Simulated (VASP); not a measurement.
Here is a VASP 6.6.1 calculation.

INCAR

```
SYSTEM = ZnO
PREC = Accurate
ENCUT = 520
EDIFF = 1E-6
ISMEAR = 0
SIGMA = 0.03
LREAL = .FALSE.
LASPH = .TRUE.
NELM = 80
ALGO = Normal
ISIF = 2
LWAVE = .FALSE.
LCHARG = .FALSE.
GGA = PE
NBANDS = 26
KPAR = 4
```

KPOINTS

```
Automatic mesh
0
G
  6 6 3
  0 0 0
```

POSCAR

```
ZnO                                     
1.0
    3.2367608094     -0.0000000000      0.0000000000
   -1.6183804048      2.8031170869      0.0000000000
    0.0000000000      0.0000000000      5.2238626476
  Zn              O             
     2     2
Direct
     0.3333333332999970    0.6666666667000030    0.4999835657714266
     0.6666666667000030    0.3333333332999970    0.9999835657714266
     0.6666666667000030    0.3333333332999970    0.3790264342285744
     0.3333333332999970    0.6666666667000030    0.8790264342285744
```

Contents of KPOINTS_OPT:

```
explicit points
6
Reciprocal
 0.0000000000  0.0000000000  0.0000000000 1
 0.0000000000  0.0000000000  0.5000000000 1
 0.3333333333  0.3333333333  0.5000000000 1
 0.3333333333  0.3333333333  0.0000000000 1
 0.5000000000  0.0000000000  0.5000000000 1
 0.5000000000  0.0000000000  0.0000000000 1
```

Potentials or basis: VASP PAW PBE potentials, release 64 (Zn, O).

The run is started by

```console
$ cat potpaw_PBE.64/Zn/POTCAR potpaw_PBE.64/O/POTCAR > POTCAR
$ mpirun -np 4 vasp_std > vasp.out
```

Task: What does it give for the band gap on the k mesh?

Result: 0.78 eV, direct.

Task: Predict the pressure.

Result: 6.7 GPa.

Task: Predict the band gap along the path.

Result: 0.78 eV, direct.

**The experiment to reproduce.**

From “Electronic structure of alkaline earth and post-transition metal oxides”, 2009, arxiv:0908.1581, for a bulk crystal of ZnO: band gap 3.37 eV.

Measured gap of ZnO: 3.37 eV (quoted in “Electronic structure of alkaline earth and post-transition metal oxides”, 2009, arxiv:0908.1581). This calculation gives 0.78 eV (-2.59 eV). So large a miss can be the level of theory's own, or it may mean another phase, state or a wrong row. The value is that of PBE, without temperature or zero-point motion. Semilocal functionals fall short of measured gaps as a rule.
